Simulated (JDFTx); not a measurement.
# SnO2 (Cassiterite) (P4_2/mnm) in JDFTx: reference runs

Reference runs on SnO2 (Cassiterite): the cell as given and a disturbed copy.

Program: JDFTx 1.7.0 (patched build). These are calculated values, not measurements. Logs are shortened: lines on timing, memory, paths and dates and some standing lists are left out, and cuts for length are marked. The log counts tension as positive stress, the text compression.

## (1) The structure

The structure is tetragonal, space group P4_2/mnm (No. 136). The conventional cell has a = 4.738 Å, b = 4.738 Å, c = 3.187 Å, α = 90.00°, β = 90.00°, γ = 90.00°. Sn (site symmetry mmm) has 6 O at 2.05 to 2.06 Å as nearest neighbours. O (site symmetry m2m) has 3 Sn at 2.05 to 2.06 Å as nearest neighbours.

## (2) Single point, PBEsol (atoms moved at random, drawn with an rms of 0.05 Å)

Input file SnO2.in:

```
lattice \
    8.9535223785     0.0000000000     0.0000000000 \
    0.0000000000     8.9535223785     0.0000000000 \
    0.0000000000     0.0000000000     6.0216122961
coords-type Lattice
ion Sn     0.5013560000     0.5095060000     0.4974570000 1
ion Sn    -0.0097630000     0.0061470000    -0.0017750000 1
ion O      0.8074240000     0.1947060000     0.5055470000 1
ion O      0.6973130000     0.6992190000     0.0034190000 1
ion O      0.2080690000     0.8122900000     0.5098610000 1
ion O      0.3084520000     0.3064930000    -0.0123700000 1

ion-species pseudo/Sn.upf
ion-species pseudo/O.upf
elec-cutoff 42 336
elec-ex-corr gga-PBEsol
kpoint-folding 6 6 8
elec-smearing Fermi 0.0018374661
elec-n-bands 34
electronic-SCF nIterations 100 energyDiffThreshold 1e-09
electronic-minimize nIterations 30 energyDiffThreshold 1e-7
converge-empty-states yes
forces-output-coords Cartesian

dump-name run.$VAR
dump End Ecomponents EigStats BandEigs Kpoints Forces Stress
```

Potentials or basis: PseudoDojo-SR-PBEsol-0.4.1-standard with smoothed tails.

Started as:

```sh
$ jdftx -c 1 -i SnO2.in -o SnO2.out
```

The log of the run:

```text
*************** JDFTx 1.7.0 (patched build) ***************

Input parsed successfully to the following command list (including defaults):
[... the input with its defaults ...]

---------- Setting up symmetries ----------

Found 16 point-group symmetries of the bravais lattice
Found 1 space-group symmetries with basis
Applied RMS atom displacement 0 bohrs to make symmetries exact.

---------- Initializing the Grid ----------
R =
[      8.95352            0            0  ]
[            0      8.95352            0  ]
[            0            0      6.02161  ]
unit cell volume = 482.726
G =
[   0.701756          0          0  ]
[          0   0.701756          0  ]
[          0          0    1.04344  ]
Minimum fftbox size, Smin = [  76  76  52  ]
Chosen fftbox size, S = [  80  80  54  ]

---------- Initializing tighter grid for wavefunction operations ----------
R =
[      8.95352            0            0  ]
[            0      8.95352            0  ]
[            0            0      6.02161  ]
unit cell volume = 482.726
G =
[   0.701756          0          0  ]
[          0   0.701756          0  ]
[          0          0    1.04344  ]
Minimum fftbox size, Smin = [  56  56  36  ]
Chosen fftbox size, S = [  56  56  36  ]

---------- Exchange Correlation functional ----------
Initalized PBEsol GGA exchange.
Initalized PBEsol GGA correlation.

---------- Setting up pseudopotentials ----------
Width of ionic core gaussian charges (only for fluid interactions / plotting) set to 0

Reading pseudopotential file 'pseudo/Sn.upf':
  'Sn' pseudopotential, 'PBESOL' functional
  Generated using ONCVPSP code by D. R. Hamann
  14 valence electrons, 3 orbitals, 6 projectors, 1001 radial grid points, with lMax = 2
    4D    l: 2   occupation: 10.0   eigenvalue: -0.947846
    5S    l: 0   occupation:  2.0   eigenvalue: -0.389375
    5P    l: 1   occupation:  2.0   eigenvalue: -0.136297
  Core radius for overlap checks: 2.33 bohrs.

Reading pseudopotential file 'pseudo/O.upf':
  'O' pseudopotential, 'PBESOL' functional
  Generated using ONCVPSP code by D. R. Hamann
  6 valence electrons, 2 orbitals, 5 projectors, 936 radial grid points, with lMax = 2
    2S    l: 0   occupation:  2.0   eigenvalue: -0.874950
    2P    l: 1   occupation:  4.0   eigenvalue: -0.329796
  Core radius for overlap checks: 1.39 bohrs.

Initialized 2 species with 6 total atoms.

Folded 1 k-points by 6x6x8 to 288 k-points.

---------- Setting up k-points, bands, fillings ----------
Adding inversion symmetry to k-mesh for non-inversion-symmetric unit cell.
Reduced to 148 k-points under symmetry.
Computing the number of bands and number of electrons
Calculating initial fillings.
nElectrons:  52.000000   nBands: 34   nStates: 148

----- Setting up reduced wavefunction bases (one per k-point) -----
average nbasis = 6275.698 , ideal nbasis = 6275.792

---------- Setting up ewald sum ----------
Optimum gaussian width for ewald sums = 2.321588 bohr.
Real space sum over 891 unit cells with max indices [  4  4  5  ]
Reciprocal space sum over 2475 terms with max indices [  7  7  5  ]

---------- Allocating electronic variables ----------
Initializing wave functions:  linear combination of atomic orbitals
Sn pseudo-atom occupations:   s ( 2 )  p ( 2 )  d ( 10 )
O pseudo-atom occupations:   s ( 2 )  p ( 4 )
	FillingsUpdate:  mu: +0.580486284  nElectrons: 52.000000
LCAOMinimize: Iter:   0  F: -198.7239383007625122  |grad|_K:  2.948e-03  alpha:  1.000e+00
	FillingsUpdate:  mu: +0.422936959  nElectrons: 52.000000
LCAOMinimize: Iter:   1  F: -199.1225330202275643  |grad|_K:  1.844e-04  alpha:  4.474e-01  linmin: -2.684e-01  cgtest:  7.414e-01
LCAOMinimize: Encountered beta<0, resetting CG.
[... 7 lines of inner loops ...]
LCAOMinimize: Iter:   5  F: -199.1239263176287864  |grad|_K:  8.976e-07  alpha:  2.709e-01  linmin:  6.875e-04  cgtest:  9.674e-03
	FillingsUpdate:  mu: +0.417155396  nElectrons: 52.000000
LCAOMinimize: Iter:   6  F: -199.1239263689702454  |grad|_K:  2.638e-07  alpha:  7.032e-01  linmin: -4.335e-05  cgtest:  1.029e-04
LCAOMinimize: Converged (|Delta F|<1.000000e-06 for 2 iters).

-------- Electronic minimization -----------
Will mix electronic density at each iteration.
	FillingsUpdate:  mu: +0.417155396  nElectrons: 52.000000
	FillingsUpdate:  mu: +0.407498621  nElectrons: 52.000000
SCF: Cycle:  0   F: -199.333128675693644   dF: -2.092e-01   |Residual|: 3.368e-01   |deigs|: 2.143e-02
	FillingsUpdate:  mu: +0.374898679  nElectrons: 52.000000
SCF: Cycle:  1   F: -199.408498296782824   dF: -7.537e-02   |Residual|: 7.771e-02   |deigs|: 2.680e-02
	FillingsUpdate:  mu: +0.375193961  nElectrons: 52.000000
SCF: Cycle:  2   F: -199.409211073404606   dF: -7.128e-04   |Residual|: 3.229e-02   |deigs|: 1.440e-03
	FillingsUpdate:  mu: +0.376682989  nElectrons: 52.000000
SCF: Cycle:  3   F: -199.409400634056567   dF: -1.896e-04   |Residual|: 6.556e-03   |deigs|: 2.149e-03
	FillingsUpdate:  mu: +0.376623723  nElectrons: 52.000000
SCF: Cycle:  4   F: -199.409421280767020   dF: -2.065e-05   |Residual|: 2.630e-03   |deigs|: 5.065e-04
	FillingsUpdate:  mu: +0.376814231  nElectrons: 52.000000
SCF: Cycle:  5   F: -199.409423369561921   dF: -2.089e-06   |Residual|: 1.219e-03   |deigs|: 4.052e-04
	FillingsUpdate:  mu: +0.377005435  nElectrons: 52.000000
SCF: Cycle:  6   F: -199.409424543568377   dF: -1.174e-06   |Residual|: 3.195e-04   |deigs|: 1.637e-04
	FillingsUpdate:  mu: +0.377026763  nElectrons: 52.000000
SCF: Cycle:  7   F: -199.409424645009267   dF: -1.014e-07   |Residual|: 9.475e-05   |deigs|: 5.173e-05
	FillingsUpdate:  mu: +0.377023783  nElectrons: 52.000000
SCF: Cycle:  8   F: -199.409424671980389   dF: -2.697e-08   |Residual|: 3.422e-05   |deigs|: 4.163e-05
	FillingsUpdate:  mu: +0.377023899  nElectrons: 52.000000
SCF: Cycle:  9   F: -199.409424680772190   dF: -8.792e-09   |Residual|: 1.123e-05   |deigs|: 4.584e-05
	FillingsUpdate:  mu: +0.377024171  nElectrons: 52.000000
SCF: Cycle: 10   F: -199.409424683620927   dF: -2.849e-09   |Residual|: 7.148e-06   |deigs|: 4.325e-05
	FillingsUpdate:  mu: +0.377024010  nElectrons: 52.000000
SCF: Cycle: 11   F: -199.409424684707432   dF: -1.087e-09   |Residual|: 1.601e-06   |deigs|: 4.463e-05
	FillingsUpdate:  mu: +0.377023981  nElectrons: 52.000000
SCF: Cycle: 12   F: -199.409424685092660   dF: -3.852e-10   |Residual|: 1.828e-06   |deigs|: 4.693e-05
	FillingsUpdate:  mu: +0.377024142  nElectrons: 52.000000
SCF: Cycle: 13   F: -199.409424685237809   dF: -1.451e-10   |Residual|: 5.238e-07   |deigs|: 3.694e-05
SCF: Converged (|Delta E|<1.000000e-09 for 2 iters).

Setting wave functions to eigenvectors of Hamiltonian
Converging empty states (this may take a while): |deigs|: 6.180e-04

# Stress tensor in Cartesian coordinates [Eh/a0^3]:
[ -0.000173901  6.64818e-06  1.98587e-05  ]
[  6.64818e-06 -0.000198657  2.86611e-05  ]
[  1.98587e-05  2.86611e-05 -0.000247092  ]

# Ionic positions in lattice coordinates:
ion Sn   0.501356000000000   0.509506000000000   0.497457000000000 1
ion Sn  -0.009763000000000   0.006147000000000  -0.001775000000000 1
ion O   0.807424000000000   0.194706000000000   0.505547000000000 1
ion O   0.697313000000000   0.699219000000000   0.003419000000000 1
ion O   0.208069000000000   0.812290000000000   0.509861000000000 1
ion O   0.308452000000000   0.306493000000000  -0.012370000000000 1

# Forces in Cartesian coordinates:
force Sn  -0.004412614094445  -0.016208031535794  -0.001456300036098 1
force Sn   0.031670379686267  -0.004172887193520   0.010741275913468 1
force O  -0.009121502704826   0.010505386352684  -0.008554451979216 1
force O   0.000270163018154  -0.005928862227157  -0.002723096592946 1
force O  -0.019830361661969   0.013227707975219  -0.007966693781100 1
force O   0.001411075501818   0.002575800028517   0.009967177041873 1

# Energy components:
   Eewald =     -153.8013749397668448
       EH =       49.0698432646701406
     Eloc =     -142.0162196535354440
      Enl =      -55.8963685591771835
      Exc =      -60.4389126723690921
 Exc_core =       23.8315822876277608
       KE =      139.8420255975731550
-------------------------------------
     Etot =     -199.4094246749774868
       TS =        0.0000000102603119
-------------------------------------
        F =     -199.4094246852378092

IonicMinimize: Iter:   0  F: -199.409424685237809  |grad|_K:  1.171e-02
IonicMinimize: None of the convergence criteria satisfied after 0 iterations.

#--- Lowdin population analysis ---
# oxidation-state Sn +1.688 +1.688
# oxidation-state O -0.786 -0.789 -0.791 -0.788

Dumping 'run.eigStats' ...
	eMin: -0.421704 at state 0 ( [ +0.000000 +0.000000 +0.000000 ] spin 0 )
	HOMO: +0.357184 at state 0 ( [ +0.000000 +0.000000 +0.000000 ] spin 0 )
	mu  : +0.377024
	LUMO: +0.395984 at state 0 ( [ +0.000000 +0.000000 +0.000000 ] spin 0 )
	eMax: +0.811715 at state 143 ( [ +0.500000 +0.500000 +0.000000 ] spin 0 )
	HOMO-LUMO gap: +0.038801
	Optical gap  : +0.038801 at state 0 ( [ +0.000000 +0.000000 +0.000000 ] spin 0 )
Done!
[note: mu as printed may lie anywhere between the filled and the empty levels]
```

It took 25 min on 1 thread of Intel Xeon Platinum 8375C at 2.90GHz (Ice Lake), shared host; peak memory 1.8 GiB.

Results:

| Item | Value |
| --- | --- |
| Free energy | -5426.2069 eV |
| Pressure | 6.1 GPa |
| Largest force | 1.733 eV/Å |
| Band gap on the k mesh | 1.06 eV, direct |
| Loewdin charges | Sn +1.69; O -0.79 e |

Forces on the atoms (eV/Å):
```
Sn  -0.227 -0.833 -0.075
Sn   1.629 -0.215  0.552
O   -0.469  0.540 -0.440
O    0.014 -0.305 -0.140
O   -1.020  0.680 -0.410
O    0.073  0.132  0.513
```

Caveat: spin-orbit coupling is left out, which moves the levels of the heavy elements.

(Continued in part 2 of 2.)
